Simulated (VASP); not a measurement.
# Settings for SiC: self-consistent run

SiC, Imm2 (no. 44), 2 atoms in the cell. OptB86b-vdW; PAW potentials Si, C (PBE set). VASP 6.6.1. The cell is changed on purpose: last atom moved by 0.04 Å along z, cell strained by +1.0% along z.

Wanted: energy within 10 meV/atom; forces within 0.05 eV/Å.

What the run is for: forces; Accuracy asked: screening.

POSCAR:
```
SiC
1.0
    0.0000000000      2.1790000000      2.2007900000
    2.1790000000      0.0000000000      2.2007900000
    2.1790000000      2.1790000000      0.0000000000
Si C
1 1
Direct
    0.0000000000      0.0000000000      0.0000000000
    0.7591785200      0.7591785200      0.7408214800
```

The series start from Plane-wave cutoff (eV): 520; k-point mesh: 9 × 9 × 9; Precision mode (PREC): Accurate; Electronic threshold (eV): 1e-6; Bands in all (NBANDS): 14; Aspherical gradient terms in the spheres (LASPH): yes; Electronic algorithm: ALGO=Normal; Use of symmetry (ISYM): defaults; Support grid and gradient cutoff: ADDGRID=False GGA_COMPAT=False. Each series keeps the choices made before it, and each single choice may use up half of a tolerance.

## Plane-wave cutoff (eV)

| Plane-wave cutoff (eV) | Energy less reference (meV/atom) | Forces, largest deviation (eV/Å) | SCF iterations | Time (s) |
|---|---|---|---|---|
| 320 | 1 | 0.009 | 12 | 10 |
| 400 | 1 | 0.001 | 12 | 13 |
| 460 | 3 | 0.001 | 12 | 19 |
| 520 | 3 | 0.001 | 12 | 18 |
| 600 | 3 | 0.001 | 12 | 34 |
| 700 | 1 | 0.000 | 12 | 37 |
| 840 (reference) | 0 | 0.000 | 12 | 46 |

Chosen: 320, the loosest value from which every tighter one stays within half of the tolerance.

## k-point mesh

| k-point mesh | Energy less reference (meV/atom) | Forces, largest deviation (eV/Å) | SCF iterations | Time (s) |
|---|---|---|---|---|
| 3 × 3 × 3 | 246 | 0.011 | 12 | 4.6 |
| 4 × 4 × 4 | 63 | 0.005 | 12 | 5.2 |
| 5 × 5 × 5 | 18 | 0.001 | 12 | 5.4 |
| 6 × 6 × 6 | 5 | 0.000 | 12 | 6.2 |
| 7 × 7 × 7 | 1 | 0.000 | 12 | 7.2 |
| 9 × 9 × 9 | 0 | 0.000 | 12 | 10 |
| 11 × 11 × 11 | 0 | 0.000 | 12 | 14 |
| 14 × 14 × 14 | 0 | 0.000 | 12 | 25 |
| 17 × 17 × 17 (reference) | 0 | 0.000 | 12 | 37 |

Chosen: 7 × 7 × 7.

## Precision mode (PREC)

| Precision mode (PREC) | Energy less reference (meV/atom) | Forces, largest deviation (eV/Å) | SCF iterations | Time (s) |
|---|---|---|---|---|
| SingleN | -2 | 0.004 | 12 | 2.4 |
| Normal | -1 | 0.000 | 12 | 4.1 |
| Single | 0 | 0.001 | 12 | 4.7 |
| Accurate (reference) | 0 | 0.000 | 12 | 7.2 |

Chosen: SingleN.

## Electronic threshold (eV)

| Electronic threshold (eV) | Energy less reference (meV/atom) | Forces, largest deviation (eV/Å) | SCF iterations | Time (s) |
|---|---|---|---|---|
| 0.001 | 0 | 0.002 | 9 | 1.9 |
| 0.0001 | 0 | 0.000 | 10 | 2.1 |
| 1e-5 | 0 | 0.000 | 11 | 2.4 |
| 1e-6 | 0 | 0.000 | 12 | 2.4 |
| 1e-7 | 0 | 0.000 | 13 | 2.6 |
| 1e-8 (reference) | 0 | 0.000 | 15 | 2.8 |

Chosen: 0.001.

## Bands in all (NBANDS)

| Bands in all (NBANDS) | Energy less reference (meV/atom) | Forces, largest deviation (eV/Å) | SCF iterations | Time (s) |
|---|---|---|---|---|
| 5 | 0 | 0.000 | 9 | 1.5 |
| 6 | 0 | 0.001 | 9 | 1.7 |
| 8 | 0 | 0.000 | 9 | 1.7 |
| 10 | 0 | 0.001 | 9 | 1.8 |
| 14 | 0 | 0.001 | 9 | 1.9 |
| 24 (reference) | 0 | 0.000 | 9 | 2.8 |

Chosen: 5.

## Aspherical gradient terms in the spheres (LASPH)

| Aspherical gradient terms in the spheres (LASPH) | Energy less reference (meV/atom) | Forces, largest deviation (eV/Å) | SCF iterations | Time (s) |
|---|---|---|---|---|
| no | 0 | 0.000 | 9 | 1.2 |
| yes (reference) | 0 | 0.000 | 9 | 1.5 |

Chosen: no.

## Electronic algorithm

| Electronic algorithm | Energy less reference (meV/atom) | Forces, largest deviation (eV/Å) | SCF iterations | Time (s) |
|---|---|---|---|---|
| ALGO=Normal | 0 | 0.000 | 9 | 1.2 |
| ALGO=Fast | 0 | 0.002 | 11 | 1.5 |
| ALGO=VeryFast | 0 | 0.001 | 16 | 1.4 |
| ALGO=All ISEARCH=1 | 0 | 0.001 | 11 | 1.5 |
| ALGO=All ISEARCH=0 | 0 | 0.001 | 11 | 1.6 |
| ALGO=Damped TIME=0.4 | 0 | 0.000 | 14 | 1.5 |
| ALGO=Damped TIME=0.1 | 2 | 0.010 | 19 | 1.7 |

Chosen: ALGO=Normal; no other choice that stays within half of the tolerance saves 30 % of the time.

## Use of symmetry (ISYM)

| Use of symmetry (ISYM) | Energy less reference (meV/atom) | Forces, largest deviation (eV/Å) | SCF iterations | Time (s) |
|---|---|---|---|---|
| defaults | 0 | 0.000 | 9 | 1.2 |
| ISYM=1 | 0 | 0.000 | 9 | 1.3 |
| ISYM=0 | 0 | 0.000 | 9 | 1.8 |
| ISYM=-1 | 0 | 0.000 | 9 | 2.6 |

Chosen: defaults.

## Support grid and gradient cutoff

| Support grid and gradient cutoff | Energy less reference (meV/atom) | Forces, largest deviation (eV/Å) | SCF iterations | Time (s) |
|---|---|---|---|---|
| ADDGRID=False GGA_COMPAT=False | 0 | 0.000 | 9 | 1.2 |
| ADDGRID=True GGA_COMPAT=False | 0 | 0.005 | 9 | 1.1 |
| ADDGRID=False GGA_COMPAT=True | 0 | 0.000 | 9 | 1.1 |

Chosen: ADDGRID=False GGA_COMPAT=False.

## All choices together

| Input | Energy less reference (meV/atom) | Forces, largest deviation (eV/Å) | Time (s) |
|---|---|---|---|
| the program's defaults (naive) | 19 | 0.000 | 3.1 |
| chosen settings | 0 | 0.004 | 1.2 |
| reference settings throughout | 0 | 0.000 | 311 |

The tolerance is met.

Values of the reference run: Forces: 0, 0, 0.7626, 0, 0, -0.7626 eV/Å.

## The input

INCAR:
```
ADDGRID  = F            
AGGAC    = 0.0          
ALGO     = Normal         # electronic algorithm
EDIFF    = 0.001          # SCF threshold, eV
EFERMI   = MIDGAP       
ENCUT    = 320            # plane-wave cutoff, eV
GGA      = MK             # functional
GGA_COMPAT= F            
ISIF     = 2              # what is computed and relaxed
ISMEAR   = 0              # smearing method
LASPH    = F              # aspherical terms in the spheres
LCHARG   = F              # write CHGCAR
LREAL    = F              # projectors in reciprocal space
LUSE_VDW = T            
LWAVE    = F              # write WAVECAR
NBANDS   = 5              # bands
NELM     = 120            # most SCF steps
PARAM1   = 0.1234       
PARAM2   = 1.0          
PREC     = SingleN        # precision mode
SIGMA    = 0.03           # smearing width, eV
```

KPOINTS:
```
Automatic mesh
0
Gamma
  7 7 7
  0 0 0
```

Commands:
```
cat potpaw_PBE.64/Si/POTCAR potpaw_PBE.64/C/POTCAR > POTCAR
mpirun -np 1 vasp_std > vasp.out
```

The chosen input took VASP 6.6.1 1.2 s on 1 core (Intel Xeon 6975P-C (Granite Rapids)), a shared host.

## An input that fails: damping step far too long

The electronic loop stops at its limit of 74 steps.

Changes against the starting input:
```
- ALGO = Normal
- NELM = 120
+ ALGO = Damped
+ NELM = 74
+ TIME = 2.0
```
